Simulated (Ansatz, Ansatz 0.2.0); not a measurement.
# Elastic Debye temperature of YB$_6$ with PBEsol: a soft shear constant not converged in k mesh and smearing

## Starting point

The reference is the initial Debye temperature of YB$_6$, 706 K in the limit $T \to 0$, from the low-temperature specific heat of a zone-melted single crystal with a transition temperature of 7.2 K ("Superconductivity mediated by a soft phonon mode: specific heat, resistivity, thermal expansion and magnetization of YB6", 2005, arXiv:cond-mat/0510572). All seven atoms of the cell are counted; with the acoustic modes alone the same data correspond to 369 K. The two values differ by the cube root of seven, so they describe the same sound speeds in two conventions. In our view the comparison with elastic constants is sound as long as the electronic term and the soft yttrium vibration have been separated properly from the cubic term of the lattice. Elastic constants and cell volume are not compared with experiment here.

| compared with | measured | source's wording or label | method |
| --- | --- | --- | --- |
| Debye temperature (K) | 706 | initial Debye temperature at T to 0, all atoms counted | low-temperature specific heat |

Conditions are those given with the value in the passage it was taken from; "not stated" means there, and the paper may say more elsewhere. The values are a selection: others may have been left out beforehand as unlike or outlying.

## Choices

We look for the lightest settings that still give a reliable elastic Debye temperature $\Theta_D$ for YB$_6$. The model is the perfect, nonmagnetic seven-atom cell. The database cell, $a = 4.070$ Å, is marked as about 0.7 % short and serves only as a start, since each run relaxes the cell at its own level before straining it. PBEsol is the working functional because it usually gives good lattice constants and stiffnesses for dense solids.

Success against experiment means $\Theta_D$ within 5 % of 706 K. As $\Theta_D$ follows the square root of the stiffness, this allows about 10 % in the moduli, a common size of error for a good functional. For the numerical settings we ask for more: a change of no more than 1 % in $\Theta_D$ from the best-converged setting, so that numerical noise stays well below the target. Zero-point motion, absent from the static lattice, should lower the computed value slightly, by roughly one or two per cent.

We begin with the k mesh, then turn to smearing, strain amplitude and cutoff, and finally set the numerical errors against the spread between functionals.

Plain PBE isn't shown in this study.

System: YB6 (yttrium hexaboride), CaB6-type cubic; Pm-3m (No. 221), 7 atoms in the primitive cell; the database structure is an entry taken as a start alone: a = 4.070 Å; structure from the Crystallography Open Database; note on this database entry: about 0.7 % short.

On the selection of runs and values: Further runs on this system are not shown.

## 1. A baseline and two neighbouring meshes

YB$_6$ is a metal, and a shear strain splits bands that are degenerate in the cubic crystal, so the k mesh is the setting we trust least. We take 12x12x12 as the baseline and place a coarser 8x8x8 and a denser 16x16x16 mesh on either side, with cutoff, smearing and strain unchanged. We expect $C_{44}$ to react more than $C_{11}$, and the two denser meshes to agree within the 1 % tolerance in $\Theta_D$.

**Run 1.** Ansatz 0.2.0: PBEsol, cell and atoms relaxed in a first step at this level from the database structure (its input isn't shown), PAW set soft_2, cutoff 420 eV (default), 8x8x8 k mesh, Methfessel-Paxton smearing 0.25 eV; elastic constants by two-point finite strains with relaxed ions, amplitude 0.01.

Key lines of the input:
```
crystal:
  # lattice and atoms
kpoints:
  mp_grid: { grid: [8, 8, 8] }
hamiltonian:
  xc: pbesol
scf:
  occupations: { method: methfessel_paxton, width: 0.25 }
output:
  forces: true
  stress: true
elastic:
  mode: relaxed_ion
  stencil: two_point
  amplitude: 0.01
```

Command:
```
ansatz run input.yaml --threads 8 --pin off --max-ram 16384MiB --backend cpu --events-out ev --progress --plain --runs-dir out
```

Selected lines of the output:
```
  C = ∂σ_k/∂η_j (tension-positive GPa; Voigt order 11 22 33 23 13 12):
        -0.000     -0.000     -0.000     35.345      0.000      0.000
  moduli (Voigt/Reuss/Hill, GPa): K = 177.33/177.33/177.33   G = 110.16/53.26/81.71   E = 212.49   ν = 0.300
```

Converged; 25 s on 8 cores of Arm Neoverse V1, shared host.

**Run 2.** Ansatz 0.2.0: PBEsol, cell and atoms relaxed in a first step at this level from the database structure (its input isn't shown), PAW set soft_2, cutoff 420 eV (default), 12x12x12 k mesh, Methfessel-Paxton smearing 0.25 eV; elastic constants by two-point finite strains with relaxed ions, amplitude 0.01.

Key lines of the input, as changed from run 1:
```diff
  kpoints:
-   mp_grid: { grid: [8, 8, 8] }
+   mp_grid: { grid: [12, 12, 12] }
```

Selected lines of the output:
```
  C = ∂σ_k/∂η_j (tension-positive GPa; Voigt order 11 22 33 23 13 12):
        -0.000     -0.000      0.000     32.417     -0.000      0.000
  moduli (Voigt/Reuss/Hill, GPa): K = 177.14/177.14/177.14   G = 107.46/49.20/78.33   E = 204.80   ν = 0.307
```

Converged; took 58 s.

**Run 3.** Ansatz 0.2.0: PBEsol, cell and atoms relaxed in a first step at this level from the database structure (its input isn't shown), PAW set soft_2, cutoff 420 eV (default), 16x16x16 k mesh, Methfessel-Paxton smearing 0.25 eV; elastic constants by two-point finite strains with relaxed ions, amplitude 0.01.

Key lines of the input, as changed from run 1:
```diff
  kpoints:
-   mp_grid: { grid: [8, 8, 8] }
+   mp_grid: { grid: [16, 16, 16] }
```

Selected lines of the output:
```
  C = ∂σ_k/∂η_j (tension-positive GPa; Voigt order 11 22 33 23 13 12):
         0.000     -0.000     -0.000     30.719      0.000      0.000
  moduli (Voigt/Reuss/Hill, GPa): K = 177.20/177.20/177.20   G = 106.89/46.86/76.87   E = 201.48   ν = 0.310
```

Converged; 2.1 min on 8 cores of Intel Xeon at 2.70GHz, shared host.

| quantity | run 1 | run 2 | run 3 | measured |
| --- | --- | --- | --- | --- |
| Debye temperature (K) | 656.1 | 636.8 | 626.0 | 706 |
| conventional cell volume (Å³) | 67.68 | 67.71 | 67.71 |  |
| pressure (GPa) | 0.0006 | −0.0276 | −0.0291 |  |
| G (Hill) (GPa) | 81.7 | 78.3 | 76.9 |  |
| C11 (GPa) | 473.8 | 470.5 | 472.1 |  |
| C12 (GPa) | 29.1 | 30.5 | 29.8 |  |
| C44 (GPa) | 35.3 | 32.4 | 30.7 |  |

The meshes do not agree as we had expected. From 12x12x12 to 16x16x16 $\Theta_D$ still falls from 636.8 to 626.0 K, or 1.7 %, which exceeds our tolerance of 1 %. Almost all of this comes from $C_{44}$, which drops at each step, while $C_{11}$ and the bulk modulus move by less than 1 %. With $C_{44}$ more than ten times smaller than $C_{11}$, the slow shear waves dominate the Debye average, and a change of a few GPa in this one constant carries through to $\Theta_D$.

All three values miss the target on the low side, and the densest mesh misses by most, about 11 %. The 8x8x8 result lies closest to experiment because its $C_{44}$ is the largest of the three; on the coarsest mesh of an unconverged series this closeness is no merit.

## 2. Smearing and strain amplitude

Two other settings can act on the small shear constant. The smearing of 0.25 eV is broad for a metal and may wash out the response of states near the Fermi level, and a finite strain of 0.01 may carry higher-order terms into a two-point difference. We change each alone on the 12x12x12 mesh, the smearing to 0.1 eV and the amplitude to 0.005. We expect the smearing to matter more; a narrower one also makes greater demands on the mesh, so a shift there would have to be read with care.

**Run 4.** Ansatz 0.2.0: PBEsol, cell and atoms relaxed in a first step at this level from the database structure (its input isn't shown), PAW set soft_2, cutoff 420 eV (default), 12x12x12 k mesh, Methfessel-Paxton smearing 0.1 eV; elastic constants by two-point finite strains with relaxed ions, amplitude 0.01.

Key lines of the input, as changed from run 2:
```diff
  scf:
-   occupations: { method: methfessel_paxton, width: 0.25 }
+   occupations: { method: methfessel_paxton, width: 0.1 }
```

Selected lines of the output:
```
  C = ∂σ_k/∂η_j (tension-positive GPa; Voigt order 11 22 33 23 13 12):
        -0.000      0.000     -0.000     37.477      0.000      0.000
```

Converged; 50 s on 8 cores of Arm Neoverse V2, shared host.

**Run 5.** Ansatz 0.2.0: PBEsol, cell and atoms relaxed in a first step at this level from the database structure (its input isn't shown), PAW set soft_2, cutoff 420 eV (default), 12x12x12 k mesh, Methfessel-Paxton smearing 0.25 eV; strain amplitude 0.005; elastic constants by two-point finite strains with relaxed ions.

Key lines of the input, as changed from run 2:
```diff
  elastic:
-   amplitude: 0.01
+   amplitude: 0.005
```

Selected lines of the output:
```
  C = ∂σ_k/∂η_j (tension-positive GPa; Voigt order 11 22 33 23 13 12):
         0.000      0.000     -0.000     32.234      0.000     -0.000
```

Converged; took 49 s.

| quantity | run 4 | run 5 | measured |
| --- | --- | --- | --- |
| Debye temperature (K) | 668.0 | 635.6 | 706 |
| conventional cell volume (Å³) | 67.70 | 67.71 |  |
| pressure (GPa) | −0.0285 | −0.0276 |  |
| G (Hill) (GPa) | 83.4 | 78.1 |  |
| C11 (GPa) | 470.9 | 470.4 |  |
| C12 (GPa) | 30.4 | 30.4 |  |
| C44 (GPa) | 37.5 | 32.2 |  |

Halving the strain amplitude changes $\Theta_D$ by only 0.2 %, so 0.01 is small enough on this mesh. The smearing is another matter. Narrowing it to 0.1 eV raises $C_{44}$ from 32.4 to 37.5 GPa and $\Theta_D$ from 636.8 to 668.0 K, while $C_{11}$ and $C_{12}$ hardly move. This shift, just under 5 %, is nearly as large as the whole target.

At 668.0 K the miss against experiment shrinks to 5.4 %, just outside the limit. We do not take this as the PBEsol value. The mesh still mattered at the broad smearing, and a narrower one usually needs more k points, so part of the gain may be sampling error. A denser mesh at 0.1 eV, which would separate the two, is not shown in this report.

## 3. A higher plane-wave cutoff

The cutoff is the remaining numerical setting. We raise it to 550 eV on a 10x10x10 mesh with the smearing at 0.25 eV. Mesh and cutoff then both differ from the earlier runs, so the test is indirect: if the basis at 420 eV is adequate, we expect $\Theta_D$ to fall near or between the 8x8x8 and 12x12x12 values, and $C_{11}$ and the volume, which depend little on the mesh, to stay almost unchanged.

**Run 6.** Ansatz 0.2.0: PBEsol, cell and atoms relaxed in a first step at this level from the database structure (its input isn't shown), PAW set soft_2, cutoff 550 eV, 10x10x10 k mesh, Methfessel-Paxton smearing 0.25 eV; elastic constants by two-point finite strains with relaxed ions, amplitude 0.01.

Key lines of the input, as changed from run 1:
```diff
  kpoints:
-   mp_grid: { grid: [8, 8, 8] }
+   mp_grid: { grid: [10, 10, 10] }
+ basis:
+   ecutwfc: 550.0
```

Selected lines of the output:
```
  C = ∂σ_k/∂η_j (tension-positive GPa; Voigt order 11 22 33 23 13 12):
       472.007     30.120     30.120     -0.000     -0.000     -0.000
         0.000      0.000     -0.000     36.479      0.000     -0.000
```

Converged; took 45 s.

| quantity | run 6 | measured | deviation |
| --- | --- | --- | --- |
| Debye temperature (K) | 662.4 | 706 | −43.6 (−6.2 %) |
| conventional cell volume (Å³) | 67.68 |  |  |
| pressure (GPa) | 0.0028 |  |  |
| G (Hill) (GPa) | 82.5 |  |  |
| C11 (GPa) | 472.0 |  |  |
| C12 (GPa) | 30.1 |  |  |
| C44 (GPa) | 36.5 |  |  |

The constants that depend little on the mesh hold: $C_{11}$ and the volume at 550 eV lie within the range found at 420 eV. $C_{44}$ does not fit in as neatly. At 36.5 GPa it is above both the 8x8x8 and the 12x12x12 value, and $\Theta_D$, at 662.4 K, is 1.0 % above the first and 4.0 % above the second.

Either $C_{44}$ does not fall steadily with the mesh, or the cutoff acts on it as well; with both settings changed, this run cannot tell which. The steady fall seen over the first three meshes is therefore no safe guide to a converged value.

## 4. Two other functionals for scale

To set the numerical scatter against the error of the theory, we run LDA and r2SCAN. The LDA run shares mesh, cutoff and smearing with the 12x12x12 PBEsol baseline, so only the functional differs. The r2SCAN run uses a 10x10x10 mesh and 500 eV, and its nearest partner is the PBEsol run at 550 eV. We expect LDA to give a smaller cell and a larger $C_{11}$; for $C_{44}$, which reacts so strongly to the sampling, we make no forecast.

**Run 7.** Ansatz 0.2.0: LDA, cell and atoms relaxed in a first step at this level from the database structure (its input isn't shown), PAW set soft_2, cutoff 420 eV (default), 12x12x12 k mesh, Methfessel-Paxton smearing 0.25 eV; elastic constants by two-point finite strains with relaxed ions, amplitude 0.01.

Key lines of the input, as changed from run 2:
```diff
  hamiltonian:
-   xc: pbesol
+   xc: lda
```

Selected lines of the output:
```
  C = ∂σ_k/∂η_j (tension-positive GPa; Voigt order 11 22 33 23 13 12):
       492.389     32.136     32.136     -0.000     -0.000     -0.000
        -0.000      0.000      0.000     35.540      0.000      0.000
```

Converged; took 49 s.

**Run 8.** Ansatz 0.2.0: r2SCAN, cell and atoms relaxed in a first step at this level from the database structure (its input isn't shown), PAW set soft_2, cutoff 500 eV (default), 10x10x10 k mesh, Methfessel-Paxton smearing 0.25 eV; elastic constants by two-point finite strains with relaxed ions, amplitude 0.01.

Key lines of the input, as changed from run 6:
```diff
  hamiltonian:
-   xc: pbesol
+   xc: r2scan
- basis:
-   ecutwfc: 550.0
```

Command:
```
ansatz run input.yaml --threads 4 --pin off --max-ram 16384MiB --backend cpu --events-out ev --progress --plain --runs-dir out
```

Selected lines of the output:
```
  C = ∂σ_k/∂η_j (tension-positive GPa; Voigt order 11 22 33 23 13 12):
        -0.000     -0.000     -0.000     43.699      0.000      0.000
```

Converged; 2.4 min on 4 cores of Arm Neoverse V1, shared host.

| quantity | run 7 | run 8 | measured |
| --- | --- | --- | --- |
| Debye temperature (K) | 658.6 | 706.6 | 706 |
| conventional cell volume (Å³) | 65.98 | 68.38 |  |
| pressure (GPa) | −8.17e-05 | 0.0036 |  |
| G (Hill) (GPa) | 83.5 | 90.7 |  |
| C11 (GPa) | 492.4 | 481.0 |  |
| C12 (GPa) | 32.1 | 28.1 |  |
| C44 (GPa) | 35.5 | 43.7 |  |

LDA gives the smaller cell and the larger $C_{11}$ we had expected. At identical settings it raises $\Theta_D$ by 3.4 % over PBEsol, to 658.6 K, which is still nearly 7 % below experiment.

With r2SCAN $\Theta_D$ comes out at 706.6 K, almost exactly the measured 706 K. Its $C_{44}$ of 43.7 GPa is well above the 36.5 GPa of the PBEsol run on the same mesh, although its cell is larger; the cutoffs of the two runs differ slightly. We count this as a nominal hit only. It rests on a 10x10x10 mesh with broad smearing, and for PBEsol $\Theta_D$ is 626.0 K on the 16x16x16 mesh at 420 eV against 662.4 K on this mesh at 550 eV, a little over 5 % lower. A shift of that size would carry the r2SCAN value out of the target, and no convergence test for this functional is shown in this report.

The changes of functional move $\Theta_D$ by about 22 and 44 K, while the PBEsol runs alone span 42 K through their numerical settings. The numerical scatter is thus as large as the differences between functionals that it was to be measured against, and these runs do not support a ranking of the three.

## Table of results

| run | settings | Debye temperature (K) | deviation | cost |
| --- | --- | --- | --- | --- |
| 1 | PBEsol, cutoff 420 eV (default), 8x8x8 k mesh, Methfessel-Paxton smearing 0.25 eV, amplitude 0.01 | 656.1 | −49.9 (−7.1 %) | 3.4 core-min |
| 2 | PBEsol, cutoff 420 eV (default), 12x12x12 k mesh, Methfessel-Paxton smearing 0.25 eV, amplitude 0.01 | 636.8 | −69.2 (−9.8 %) | 7.8 core-min |
| 3 | PBEsol, cutoff 420 eV (default), 16x16x16 k mesh, Methfessel-Paxton smearing 0.25 eV, amplitude 0.01 | 626.0 | −80.0 (−11.3 %) | 17 core-min |
| 4 | PBEsol, cutoff 420 eV (default), 12x12x12 k mesh, Methfessel-Paxton smearing 0.1 eV, amplitude 0.01 | 668.0 | −38.0 (−5.4 %) | 6.6 core-min |
| 5 | PBEsol, cutoff 420 eV (default), 12x12x12 k mesh, Methfessel-Paxton smearing 0.25 eV, strain amplitude 0.005 | 635.6 | −70.4 (−10.0 %) | 6.5 core-min |
| 6 | PBEsol, cutoff 550 eV, 10x10x10 k mesh, Methfessel-Paxton smearing 0.25 eV, amplitude 0.01 | 662.4 | −43.6 (−6.2 %) | 6 core-min |
| 7 | LDA, cutoff 420 eV (default), 12x12x12 k mesh, Methfessel-Paxton smearing 0.25 eV, amplitude 0.01 | 658.6 | −47.4 (−6.7 %) | 6.5 core-min |
| 8 | r2SCAN, cutoff 500 eV (default), 10x10x10 k mesh, Methfessel-Paxton smearing 0.25 eV, amplitude 0.01 | 706.6 | +0.6 (+0.1 %) | 9.4 core-min |
|  | measured | 706 |  |  |

Further runs on the same system, made beside this series (convergence steps with loose settings among them):

| further | settings | Debye temperature (K) | deviation | cost |
| --- | --- | --- | --- | --- |
| F1 | BLYP, cutoff 420 eV (default), 10x10x10 k mesh, Methfessel-Paxton smearing 0.25 eV, amplitude 0.01 | 667.0 | −39.0 (−5.5 %) | 5.4 core-min |
| F2 | PBEsol, cutoff 420 eV (default), 6x6x6 k mesh, Methfessel-Paxton smearing 0.25 eV, amplitude 0.01 | 612.8 | −93.2 (−13.2 %) | 2.3 core-min |
|  | measured | 706 |  |  |

## Judgement

Every PBEsol run shown misses the target of 5 %. On the densest mesh, 16x16x16 at a cost of 17 core-minutes, $\Theta_D$ is 626.0 K, 11.3 % below the measured 706 K, and the other PBEsol runs are also too low, by 5.4 to 13.2 %. How far the converged PBEsol value lies from experiment, and whether it falls outside the target at all, remains open, because our numerical tolerance of 1 % was not reached and no lightest reliable setting for $\Theta_D$ can be named.

The difficulty lies in the small shear constant $C_{44}$. With the 6x6x6 run included, $\Theta_D$ first rises with the mesh and then falls, so agreement between two neighbouring meshes would prove little. Narrowing the smearing adds just under 5 % on the 12x12x12 mesh. For $C_{11}$ and the volume, by contrast, 8x8x8 is already enough at the broad smearing.

Halving the strain amplitude settled that setting on the 12x12x12 mesh. The cutoff test was poorly designed: it changed the mesh as well and left the effect on $C_{44}$ undecided.

The r2SCAN value of 706.6 K is within the target, but on a mesh not shown to be converged, and we do not credit the functional with it. On the same mesh BLYP at 420 eV gives 667.0 K, close to the PBEsol value at 550 eV.

The effect of zero-point motion on the soft $C_{44}$ is not shown in this report, so our opening guess of a small lowering stays a guess in sign and size. Sampling and smearing errors may act either way. Vacancies in the crystal, or an imperfect separation of the soft yttrium mode in the specific heat, could also contribute, but a test of either is not shown in this report. The next step would be a series of denser meshes at the narrower smearing.

[Logs are printed without paths, hosts, clocks, repeated set-up lines and the standing remarks that a program may print on its own settings, such as how far it seeks lower states.]

[The runs shown are a pick from a larger set of finished runs; failed, doubtful and other runs were left out of it ahead of writing. So were measured values far from every level or from commonly accepted values, and agreement can look better than it is. Lines of input and output are excerpts and may be shortened.]
